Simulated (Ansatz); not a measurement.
# Sn: stress in a strained cell

Sn is deformed so: xy engineering shear strain of -4 %. What stress and forces result, by LAPW, PAW and all-electron datasets made for the crystal?

Computed with Ansatz 0.2.0 (DFT PBEsol, scalar-relativistic, unless a step's input says otherwise).

### 1 The system as given

It takes space group Immm (No. 71, orthorhombic). Conventional cell: a = 3.453 Å, b = 3.551 Å, c = 4.677 Å, α = 90.00°, β = 90.00°, γ = 90.00°. Sn (site symmetry mmm) has 12 Sn at 3.41 to 3.55 Å as nearest neighbours.

Structure file:

```cif
data_structure
_symmetry_space_group_name_H-M 'Immm'
_symmetry_Int_Tables_number 71
_cell_length_a 3.4531
_cell_length_b 3.5511
_cell_length_c 4.6767
_cell_angle_alpha 90.000
_cell_angle_beta 90.000
_cell_angle_gamma 90.000
_cell_volume 57.35
loop_
_atom_site_label
_atom_site_type_symbol
_atom_site_symmetry_multiplicity
_atom_site_Wyckoff_symbol
_atom_site_fract_x
_atom_site_fract_y
_atom_site_fract_z
_atom_site_occupancy
Sn1 Sn 2 a 0.00000 0.00000 0.00000 1
```

The file gives the conventional cell by its symmetry; the runs use the cell typed in the input.

### 2 After the deformation

Space group Immm before, C2/m after.

### 3 Full-potential LAPW

Contents of input.yaml:

```yaml
crystal:
  lattice:
    - [-1.76204994, 1.81007778, 2.338342]
    - [1.76204994, -1.81007778, 2.338342]
    - [1.69102806, 1.74101622, -2.338342]
  atoms:
    - { symbol: Sn, position: [0.0, 0.0, 0.0] }
kpoints:
  mp_grid: { grid: [16, 16, 16] }
scf:
  occupations: { method: fermi_dirac, width: 0.03 }
hamiltonian:
  xc: pbesol
  pseudopotentials: { kind: all_electron, lapw: { basis_error: 0.001 } }
output:
  forces: true
  stress: true
  eigenvalues: true
```

### 4 PAW with frozen cores

Edit input.yaml of step 3 so:

```diff
@@ -13,3 +13,3 @@
   xc: pbesol
-  pseudopotentials: { kind: all_electron, lapw: { basis_error: 0.001 } }
+  pseudopotentials: { kind: paw }
 output:
@@ -18 +18,2 @@
   eigenvalues: true
+  efg: { contact_densities: true }
```

### 5 All-electron PAW on datasets made for the crystal

Edit input.yaml of step 4 so:

```diff
@@ -13,3 +13,3 @@
   xc: pbesol
-  pseudopotentials: { kind: paw }
+  pseudopotentials: { kind: all_electron, datasets: crystal }
 output:
```

(Steps that only read results are left out.)

Q: Predict the outcome of this session. Wanted: pressure; largest shear or deviatoric stress.

As calculated:

```
                                 quantity                                              value
                                 pressure  LAPW -3.62, PAW -3.62, crystal datasets -3.62 GPa
largest shear or deviatoric stress (LAPW)                                           0.37 GPa
```

In words: The largest part of the stress beyond the pressure is 0.37 GPa in size, in the yy component. No run of the undeformed cell stands beside it, so the pressure holds what the given cell had before the change. PAW: stress within 0.01 GPa of LAPW. Crystal datasets: stress within 0.01 GPa of LAPW.
